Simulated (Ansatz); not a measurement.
# Ga5As3P2: further runs on a relaxed guess, part 2 of 3

Aim: for this structure of Ga5As3P2, compute bands, density of states and charges and see how the gap depends on the level of theory.

Ansatz 0.2.0; DFT PBE, scalar-relativistic, plane waves, PAW. The steps go on from the part before.

## (3) The same geometry with r2SCAN

input.yaml

```yaml
crystal:
  lattice:
    - [-1.9956307, 1.9956307, 14.136978]
    - [1.9956307, -1.9956307, 14.136978]
    - [1.9956307, 1.9956307, -14.136978]
  atoms:
    - { symbol: Ga, position: [0.602958, 0.602958, 0.0] }
    - { symbol: Ga, position: [0.0, 0.0, 0.0] }
    - { symbol: Ga, position: [0.397042, 0.397042, 0.0] }
    - { symbol: Ga, position: [0.801411, 0.801411, 0.0] }
    - { symbol: Ga, position: [0.198589, 0.198589, 0.0] }
    - { symbol: P, position: [0.34923, 0.84923, 0.5] }
    - { symbol: P, position: [0.15077, 0.65077, 0.5] }
    - { symbol: As, position: [0.948546, 0.448546, 0.5] }
    - { symbol: As, position: [0.75, 0.25, 0.5] }
    - { symbol: As, position: [0.551454, 0.051454, 0.5] }
basis:
  ecutwfc: 500
kpoints:
  mp_grid: { grid: [10, 10, 10] }
  band_path:
    path:
      - [[0.0, 0.0, 0.0], [0.0, 0.0, 0.5], [0.25, 0.25, 0.25], [0.0, 0.5, 0.0], [0.0, 0.0, 0.0], [0.5, 0.5, -0.5], [0.25498181, 0.74501819, -0.25498181]]
      - [[-0.25498181, 0.25498181, 0.25498181], [0.0, 0.0, 0.0]]
      - [[0.0, 0.0, 0.5], [-0.00996362, 0.00996362, 0.5]]
      - [[0.5, 0.5, -0.00996362], [0.5, 0.5, -0.5]]
    npoints: 14
hamiltonian:
  xc: r2scan
scf:
  occupations: { method: gaussian, width: 0.02 }
  n_extra_bands: 25
output:
  forces: true
  stress: true
  eigenvalues: true
  populations: true
  dos: { projected: true, de: 0.02, nscf_kmesh: { grid: [15, 15, 15] } }
  bader: true
  write_density: true
  write_potential: true
  elf: true
  volumetric_format: npy
```

Command:

```
$ ansatz run input.yaml --threads 4 --pin off --max-ram 8192MiB --backend cpu --events-out ev --progress --plain --runs-dir out
```

Output:

```text
Warning: RAYON_NUM_THREADS=4 ignored (pool sized by the plan → 4); use --threads N
basis.fft_grid_basis auto: the FFT boxes are laid along the combinations [[1, -1, 0], [0, 1, 0], [1, 0, 1]] of the cell's own vectors, 5.644, 14.416 and 3.991 Å long. The dense box has 45×108×30 points. Along the cell's own vectors, as sized, it would have 108×108×108, 8.64 times as many. Of the 8 symmetry operations that the crystal satisfies within crystal.symmetry.tolerance (time reversal apart; of a slab, those that keep its plane) the dense box along the cell's own vectors carries 8, and the one as laid loses 7 of those. basis.fft_grid_basis: typed keeps the cell's own vectors: state it where this run's energies or levels are differenced outside the engine with another run's, or held beside a run that keeps those vectors. Those combinations have planes normal to reciprocal vector 3, as the cell's own vectors have. Each planar average written beside output.write_density, output.write_potential has a row for each plane of the box: 30. The volumetric files lie along those combinations, not along the cell's own vectors: a cube or XSF file states them, and fields.json those of NumPy files.
scf.n_extra_bands = 25 over 60 filled bands (N_el = 120.0): the run solves 85 bands
Engine: ansatz 0.2.0, x86_64-unknown-linux-gnu
Pseudopotentials: kind: paw
Pseudopotential: Ga, paw, valence charge 13, recommended cutoff 500 eV (meta_gga), Ga.paw.azcp
Pseudopotential: P, paw, valence charge 5, recommended cutoff 500 eV (meta_gga), P.paw.azcp
Pseudopotential: As, paw, valence charge 15, recommended cutoff 500 eV (meta_gga), As.paw.azcp
Functional definition: r2SCAN
  parameter k0 = 0.174
  parameter k1 = 0.065
  parameter a1 = 4.9479
  exchange = r2scan_x(k0 = k0, k1 = k1, a1 = a1)
  correlation = r2scan_c
Crystal: 10 atoms, lattice volume = 225.204 Å³
Basis set: ecut = 500 eV, 5723 PW (Γ), FFT grids on a1−a2, a2, a1+a3, exchange–correlation on 180×432×120 points (64 copies of the dense FFT grid, shifted against one another)
Bands: 85, of which v1, the nominal top of the filled ones, is band 60 counted from 1 (59 counted from 0)
Symmetry: 8 space group operations
Space group: I-4m2 (ITA 119), of the structure as read, at distance tolerance 6.1e-5 Å
k-points: 102 of 1000 (time reversal used)
Non-local potential: Ga, projectors of the file, l = 0: 2, l = 1: 2, l = 2: 3, l = 3: 1
Non-local potential: P, projectors of the file, l = 0: 2, l = 1: 2, l = 2: 2
Non-local potential: As, projectors of the file, l = 0: 2, l = 1: 2, l = 2: 3, l = 3: 1
PAW form: soft (Blöchl's): semilocal exchange-correlation on the pseudo side does not see the compensation charge
PAW frozen core: Ga, regenerated for the run's functional (the file was generated under x = pbe(κ = 0.804, μ = 0.2195149727645171), c = pbe(β = 0.06672455060314922))
PAW frozen core: P, regenerated for the run's functional (the file was generated under x = pbe(κ = 0.804, μ = 0.2195149727645171), c = pbe(β = 0.06672455060314922))
PAW frozen core: As, regenerated for the run's functional (the file was generated under x = pbe(κ = 0.804, μ = 0.2195149727645171), c = pbe(β = 0.06672455060314922))
PAW one-centre angular grid: Ga, 590 points (default); XC on 160 Gauss nodes
PAW one-centre angular grid: P, 302 points (default); XC on 160 Gauss nodes
PAW one-centre angular grid: As, 590 points (default); XC on 160 Gauss nodes
Initial density: superposition of atomic densities (neutral atoms: chi_scale 0, normalization atom), corrected by the library's trained network
Initial wavefunctions: pseudopotential atomic-orbital guess
Functional: x = r2scan, c = r2scan; τ floored in thin density (d = 2e-4 eV/Å³)
SCF iter   1: F=—  HF=-35068.066311 eV  |F-HF|=—  |Δ(HF+E_count)|=         —  Δρ=8.26e-3  dr2=8.55e-2  dr2_τ=2.30e-2  ethr=1.77e-3  ⟨swp⟩=6.5  Hψ=36370  notcnv=0  defer=135
preconditioner: auto → Resta (q_TF=auto, 2.457 Å⁻¹)  ε∞=2.9  [insulator: Δε(μ)=1.102 eV  Ē_g=17.043 eV  σ=0.020 eV  W_gap=1.00  n_scr=62 (ndim 8)  ℏωp=23.5 eV  f_vac=0.062  D(μ)=0.00/eV (n_scr^D=0)  ε∞_Penn≈2.9]
SCF iter   2: F=—  HF=-35068.097684 eV  |F-HF|=—  |Δ(HF+E_count)|=   3.14e-2  Δρ=1.98e-3  dr2=6.92e-3  dr2_τ=3.79e-4  ethr=7.12e-5  ⟨swp⟩=3.0  Hψ=17263  notcnv=0  defer=1959
SCF iter   3: F=—  HF=-35068.095993 eV  |F-HF|=—  |Δ(HF+E_count)|=   1.69e-3  Δρ=1.79e-3  dr2=3.39e-3  dr2_τ=3.52e-5  ethr=5.76e-6  ⟨swp⟩=2.0  Hψ=11889  notcnv=0  defer=1959
SCF iter   4: F=—  HF=-35068.096557 eV  |F-HF|=—  |Δ(HF+E_count)|=   5.64e-4  Δρ=3.01e-4  dr2=2.79e-4  dr2_τ=4.40e-6  ethr=2.82e-6  ⟨swp⟩=2.2  Hψ=9557  notcnv=0  defer=1959
SCF iter   5: F=—  HF=-35068.096520 eV  |F-HF|=—  |Δ(HF+E_count)|=   3.73e-5  Δρ=8.59e-5  dr2=2.25e-5  dr2_τ=5.34e-7  ethr=2.32e-7  ⟨swp⟩=2.0  Hψ=12831  notcnv=0  defer=1959
SCF iter   6: F=—  HF=-35068.096539 eV  |F-HF|=—  |Δ(HF+E_count)|=   1.90e-5  Δρ=3.73e-5  dr2=6.06e-6  dr2_τ=1.11e-7  ethr=1.87e-8  ⟨swp⟩=2.3  Hψ=12322  notcnv=0  defer=1959
SCF iter   7: F=—  HF=-35068.096542 eV  |F-HF|=—  |Δ(HF+E_count)|=   2.74e-6  Δρ=1.42e-5  dr2=2.92e-6  dr2_τ=1.12e-8  ethr=5.05e-9  ⟨swp⟩=2.0  Hψ=11301  notcnv=0  defer=1959
SCF iter   8: F=-35068.096541 eV  HF=-35068.096541 eV  |F-HF|=3.10e-8  |Δ(HF+E_count)|=   4.85e-7  Δρ=4.77e-6  dr2=5.38e-8  dr2_τ=2.42e-9  ethr=8.33e-11  ⟨swp⟩=16.8  Hψ=85529  notcnv=0
SCF 1 converged in 8 iterations: F = -35068.096541 eV  dr2 = 5.38e-8
  Residual-converged pass: ⟨swp⟩=1.1  Hψ=9091  notcnv=0  max |occ|·‖R‖ = 7.0e-9 eV (tolerance 1.0e-8 eV)  dr2=5.38e-8  dr2_τ=2.42e-9  dr2_onsite=1.85e-8  max |Δocc| = 0.0e0
NSCF: frozen V_eff on 130 k-points
NSCF: frozen V_eff on 288 k-points
SCF converged after 8 iterations
Free energy (F): -35068.096541 eV
Harris-Foulkes:  -35068.096541 eV  (|F-HF|=3.10e-8)
Internal energy: -35068.096541 eV  (E = F + TS)
E sigma→0 (E₀):  -35068.096541 eV
Fermi energy:    7.643376 eV
--- Per-component energies (eV) ---
  E_band       = -1186.317934
  E_kinetic    = 1020.629040
  E_local      = -17055.598739  (includes V_loc(G=0)·N_el)
  E_nonlocal   = 192.302578
  E_hartree    = 8392.073120
  E_xc         = -648.591060
  E_vxc        = -676.956172  (∫ρ·V_xc dr)
  E_paw        = -16716.846625  (= ΣΔE_a)
  E_vpaw       = -1485.293586  (= ΣTr[D̂ρ^β])
  E_aug_tail   = -0.000210  (compensation charges beyond the density's cutoff)
  E_vtau       = 34.444831  (kinetic-family band-sum trace: ∫τ·v_τ [+ j·A + Jᵃ·Aᵃ] dr)
  E_ewald      = -10244.245389
  E_core_change = -7.819257  (= ΣΔE_core)
  E_smearing   = -0.000000  (= −TS)
  E_closure    = -0.000000  (closes the sum)
  Σ components = -35068.096541   (vs F -35068.096541, Δ=0.00e0)
--- Forces (eV/Å), atoms counted from 1 ---
  atom   1  Ga    -0.00000000     0.00000000    -0.05461952
  atom   2  Ga    -0.00000000     0.00000000     0.00000000
  atom   3  Ga    -0.00000000     0.00000000     0.05461952
  atom   4  Ga    -0.00000000     0.00000000    -0.05322140
  atom   5  Ga    -0.00000000     0.00000000     0.05322140
  atom   6  P      0.00000000     0.00000000     0.00017766
  atom   7  P      0.00000000     0.00000000    -0.00017766
  atom   8  As     0.00000000     0.00000000     0.00403516
  atom   9  As     0.00000000     0.00000000    -0.00000000
  atom  10  As     0.00000000     0.00000000    -0.00403516
  max |Σ_I F_I| component: 1.24e-16 eV/Å
--- Stress (GPa, compression-positive) ---
       -2.609631       0.000000      -0.000000
        0.000000      -2.609631      -0.000000
       -0.000000      -0.000000      -2.701435
  P = ⅓ Tr σ = -2.6402 GPa (-26.402 kbar)
--- Band table (eV; the first three rows and the last of 102) ---
  k-point 0: bands = ["-28.5724", "-28.5724", "-28.5709", "-28.5709", "-28.5695", "-28.5691", "-28.5648", "-28.5648", "-28.5622", "-28.5620", "-28.5618", "-28.5573", "-28.5568", "-28.5554", "-28.5496", "-8.1580", "-8.1453", "-8.0985", "-8.0863", "-8.0550", "-8.0550", "-8.0422", "-8.0420", "-8.0420", "-8.0253", "-8.0253", "-8.0098", "-8.0098", "-7.9950", "-7.9896", "-7.9775", "-7.9775", "-7.9767", "-7.9733", "-7.9680", "-7.9648", "-7.9563", "-7.9538", "-7.9329", "-7.9249", "-5.8098", "-5.2304", "-5.1293", "-3.6790", "-3.5773", "0.8907", "0.8914", "3.8699", "4.0045", "4.4476", "4.4476", "4.5723", "4.5723", "5.6699", "5.6699", "5.9497", "5.9497", "7.0172", "7.0671", "7.0671", "8.2194", "8.8091", "8.8408", "9.3639", "9.4811", "9.8127", "9.9480", "10.7855", "10.8727", "11.1262", "11.1262", "11.2007", "13.1144", "13.1144", "13.2438", "13.2438", "14.7413", "14.8841", "15.5677", "16.6021", "16.6021", "16.6669", "16.6669", "17.1622", "17.3749"]
  k-point 1: bands = ["-28.5725", "-28.5724", "-28.5711", "-28.5709", "-28.5692", "-28.5689", "-28.5648", "-28.5648", "-28.5621", "-28.5620", "-28.5616", "-28.5573", "-28.5569", "-28.5553", "-28.5496", "-8.1543", "-8.1420", "-8.1010", "-8.0898", "-8.0669", "-8.0508", "-8.0456", "-8.0416", "-8.0339", "-8.0277", "-8.0267", "-8.0156", "-8.0109", "-7.9910", "-7.9878", "-7.9816", "-7.9798", "-7.9745", "-7.9723", "-7.9683", "-7.9649", "-7.9577", "-7.9553", "-7.9311", "-7.9265", "-5.6474", "-5.0881", "-4.9857", "-3.6129", "-3.5130", "0.8465", "0.8481", "3.3017", "3.3529", "4.0920", "4.1439", "4.3808", "4.4821", "5.2260", "5.4222", "5.7144", "6.0882", "6.2879", "6.5852", "6.6270", "9.4067", "9.5689", "9.6211", "9.9786", "10.1206", "10.3382", "10.4689", "10.7106", "10.9097", "10.9301", "11.7606", "11.8388", "12.8682", "12.9067", "12.9371", "13.0886", "14.6981", "14.7288", "15.4077", "15.4784", "15.9624", "16.3637", "16.5893", "16.6341", "17.3465"]
  k-point 2: bands = ["-28.5728", "-28.5723", "-28.5714", "-28.5710", "-28.5685", "-28.5683", "-28.5649", "-28.5649", "-28.5619", "-28.5617", "-28.5609", "-28.5574", "-28.5571", "-28.5551", "-28.5498", "-8.1483", "-8.1370", "-8.1131", "-8.1041", "-8.0941", "-8.0409", "-8.0396", "-8.0368", "-8.0302", "-8.0259", "-8.0251", "-8.0212", "-8.0111", "-7.9887", "-7.9879", "-7.9811", "-7.9773", "-7.9755", "-7.9717", "-7.9657", "-7.9655", "-7.9627", "-7.9598", "-7.9310", "-7.9267", "-5.1794", "-4.6850", "-4.5774", "-3.4513", "-3.3582", "0.7049", "0.7178", "2.3288", "2.3364", "3.4725", "3.4916", "3.9051", "4.3199", "4.3961", "4.5279", "4.5992", "5.7650", "5.7936", "6.2088", "6.3306", "9.7172", "10.1001", "10.2916", "10.7381", "11.1474", "11.3016", "11.6017", "11.6846", "12.2103", "12.3352", "12.4319", "12.4377", "12.6855", "12.7666", "12.9846", "13.1742", "13.2672", "13.3464", "14.7977", "15.3553", "15.6526", "15.7711", "15.7793", "16.8800", "16.9423"]
  k-point 101: bands = ["-28.5724", "-28.5724", "-28.5709", "-28.5709", "-28.5695", "-28.5691", "-28.5648", "-28.5648", "-28.5622", "-28.5620", "-28.5618", "-28.5573", "-28.5568", "-28.5554", "-28.5496", "-8.1612", "-8.1353", "-8.1164", "-8.0696", "-8.0539", "-8.0539", "-8.0479", "-8.0448", "-8.0448", "-8.0211", "-8.0211", "-8.0124", "-8.0124", "-7.9957", "-7.9884", "-7.9782", "-7.9772", "-7.9772", "-7.9724", "-7.9679", "-7.9650", "-7.9560", "-7.9540", "-7.9328", "-7.9249", "-5.6585", "-5.6383", "-4.5473", "-4.3629", "-3.1737", "0.2431", "2.2464", "2.3224", "4.3460", "4.3460", "4.8262", "4.8262", "5.2321", "5.2321", "5.6492", "5.7071", "6.5732", "6.5732", "6.6959", "6.6959", "8.8917", "8.9400", "8.9936", "9.2656", "9.4733", "9.5766", "10.3556", "10.4054", "10.7720", "10.8580", "11.7409", "11.7409", "11.7837", "11.7837", "14.8109", "14.8109", "14.9528", "14.9528", "15.5423", "15.7797", "15.9572", "16.0124", "16.3528", "16.5126", "17.2035"]
--- Löwdin populations: 10 sites ---
  site symbol       q [e]
     0     Ga     12.9113
     1     Ga     12.9036
     2     Ga     12.9113
     3     Ga     12.9106
     4     Ga     12.9106
     5      P      5.0259
     6      P      5.0259
     7     As     15.0547
     8     As     15.0576
     9     As     15.0547
  spilling = 0.001949 (of n_electrons = 120.000000)
--- Bader charges: 10 sites ---
  site symbol  charge [e]  shift [e]
     0     Ga      0.8296     0.0006
     1     Ga      0.7609     0.0003
     2     Ga      0.8296     0.0006
     3     Ga      0.8310     0.0006
     4     Ga      0.8310     0.0006
     5      P     -0.8928     0.0009
     6      P     -0.8928     0.0009
     7     As     -0.7637     0.0003
     8     As     -0.7692     0.0003
     9     As     -0.7637     0.0003
  estimated error of the sums over rays = 5.7e-4 e
```

Run time: 11 min. Hardware: 4 threads of Intel Xeon Platinum 8259CL at 2.50GHz (Skylake/Cascade Lake), shared host; peak memory 4.5 GiB.

Per atom:

```tsv
atom	Löwdin electrons	Bader charge (e)	Bader volume (Å³)
Ga1	12.91	+0.83	16.4
Ga2	12.90	+0.76	17.0
Ga3	12.91	+0.83	16.4
Ga4	12.91	+0.83	16.4
Ga5	12.91	+0.83	16.4
P6	5.03	-0.89	27.5
P7	5.03	-0.89	27.5
As8	15.05	-0.76	29.3
As9	15.06	-0.77	29.2
As10	15.05	-0.76	29.3
```

The Löwdin counts miss 0.23 of the 120 electrons, which the atomic orbitals do not span, so they are no charges.

From bands.tsv, the levels nearest the gap at the path's corners, in eV from the valence-band top:

```
point  band 57  band 58  band 59  band 60  band 61  band 62  band 63  band 64
    Γ    -1.12    -0.05     0.00     0.00     1.15     1.74     1.77     2.30
    X    -2.98    -2.91    -2.68    -2.65     1.79     1.99     2.56     2.64
    P    -2.82    -2.80    -2.75    -2.67     1.87     2.18     2.19     2.20
    N    -1.16    -0.98    -0.94    -0.91     1.46     2.20     2.23     2.91
    Γ    -1.12    -0.05     0.00     0.00     1.15     1.74     1.77     2.30
    M    -0.49    -0.49    -0.37    -0.37     1.82     1.87     1.93     2.20
    S    -1.45    -0.99    -0.93    -0.92     1.73     1.76     2.62     2.73
   S0    -1.45    -0.99    -0.93    -0.92     1.73     1.76     2.62     2.73
    Γ    -1.12    -0.05     0.00     0.00     1.15     1.74     1.77     2.30
    X    -2.98    -2.91    -2.68    -2.65     1.79     1.99     2.56     2.64
    R    -2.97    -2.90    -2.68    -2.65     1.80     2.00     2.56     2.63
    G    -2.97    -2.90    -2.68    -2.65     1.80     2.00     2.56     2.63
    M    -0.49    -0.49    -0.37    -0.37     1.82     1.87     1.93     2.20
```

Highest filled and lowest empty level along the path:

```
distance (1/Å)  highest filled (eV)  lowest empty (eV)
          0.00                 0.00               1.15
          0.32                -0.65               2.82
          0.64                -1.43               2.13
          0.95                -2.46               1.74
          1.13                -2.65               1.79
          1.16                -2.65               1.81
          1.19                -2.66               1.85
          1.22                -2.67               1.87
          1.45                -2.43               2.00
          1.67                -1.74               2.65
          1.90                -1.15               1.81
          2.12                -0.77               1.57
          2.35                -0.36               1.82
          2.58                -0.09               2.02
          2.81                 0.00               1.15
          2.87                -0.04               1.34
          2.93                -0.15               1.69
          3.00                -0.32               1.81
          3.14                -0.32               1.90
          3.36                -0.41               1.96
          3.58                -0.59               2.17
          3.80                -0.92               1.73
          3.97                -0.69               1.52
          4.20                -0.27               2.12
          4.43                -0.05               1.87
          4.60                -2.65               1.79
          4.61                -2.65               1.79
          4.62                -2.65               1.79
          4.62                -2.65               1.80
          4.70                -2.70               1.94
          5.01                -1.72               2.75
          5.33                -0.65               2.99
          5.64                -0.28               1.92
```

Counts of states by energy window (eV from the valence-band top), total and by projection:

| from | to | total | Ga 4s | Ga 4p | P 3p | As 4p |
| --- | --- | --- | --- | --- | --- | --- |
| -6 | -5 | 2.40 | 0.81 | 0.24 | 0.43 | 0.63 |
| -5 | -4 | 1.17 | 0.32 | 0.12 | 0.26 | 0.28 |
| -4 | -3 | 5.09 | 0.26 | 1.65 | 1.35 | 1.62 |
| -3 | -2 | 7.34 | 0.23 | 2.26 | 2.02 | 2.64 |
| -2 | -1 | 6.36 | 0.11 | 1.69 | 1.56 | 2.86 |
| -1 | 0 | 2.21 | 0.02 | 0.45 | 0.51 | 1.19 |
| 0 | 1 | 0.00 | 0.00 | 0.00 | 0.00 | 0.00 |
| 1 | 2 | 0.56 | 0.16 | 0.17 | 0.05 | 0.05 |
| 2 | 3 | 6.28 | 1.53 | 1.79 | 0.74 | 0.87 |
| 3 | 4 | 5.07 | 0.99 | 1.54 | 0.53 | 0.88 |
| 4 | 5 | 6.63 | 0.43 | 3.43 | 0.53 | 0.88 |
| 5 | 6 | 6.59 | 0.32 | 3.16 | 0.63 | 0.94 |
| 6 | 7 | 5.79 | 0.21 | 2.55 | 0.46 | 0.81 |

A further 95 or so states lie below the table's range.

The maps below are laid out on this run's own conventional cell (a, b, c = 3.991, 3.991, 28.274 Å).

Density in a lattice plane of the grid's cell (edges 3.99 and 28.27 Å, at 0.000 of the third edge), which holds Ga and P and As.

Ten even steps from '0' (0.01 e/Å³) to '9' (52.53 e/Å³):
```
000600
000000
000000
900000
000600
000000
000000
800000
000600
000000
000000
800000
000000
000000
000000
900000
000000
000000
000000
900000
```
Columns run along the first of these edges and rows up along the second, over one cell in 6 and 20 even steps from the bottom left corner. Atoms in the plane (fractional): Ga at (0.00, 0.60), Ga at (0.00, 0.00), Ga at (0.00, 0.40), Ga at (0.00, 0.80), Ga at (0.00, 0.20), P at (0.50, 0.35), P at (0.50, 0.15), As at (0.50, 0.95), As at (0.50, 0.75), As at (0.50, 0.55).

ELF in the same plane.

Ten even steps from ' ' (0.01) to '@' (0.71):
```
--@@##--##@@
    ++##++  
--..      ..
--::######::
--%%##--##%%
    ==##==  
--::      ::
::::######::
::%%##--##%%
    ==**==  
::..      ..
::::**##**::
--@@@@  @@@@
    ==##==  
--..      ..
--::**##**::
--@@@@  @@@@
    ==##==  
--::      ::
++::******::
```
Columns run along the first of these edges and rows up along the second, over one cell in 6 and 20 even steps from the bottom left corner. Atoms in the plane (fractional): Ga at (0.00, 0.60), Ga at (0.00, 0.00), Ga at (0.00, 0.40), Ga at (0.00, 0.80), Ga at (0.00, 0.20), P at (0.50, 0.35), P at (0.50, 0.15), As at (0.50, 0.95), As at (0.50, 0.75), As at (0.50, 0.55).

Both are smooth fields of the valence electrons: close to the nuclei they are not physical.

Outside the cores ELF peaks at 0.92 on the P–Ga line, 0.9 Å from P; 0.80 on the As–Ga line, 1.1 Å from As.

(Continued in part 3 of 3.)
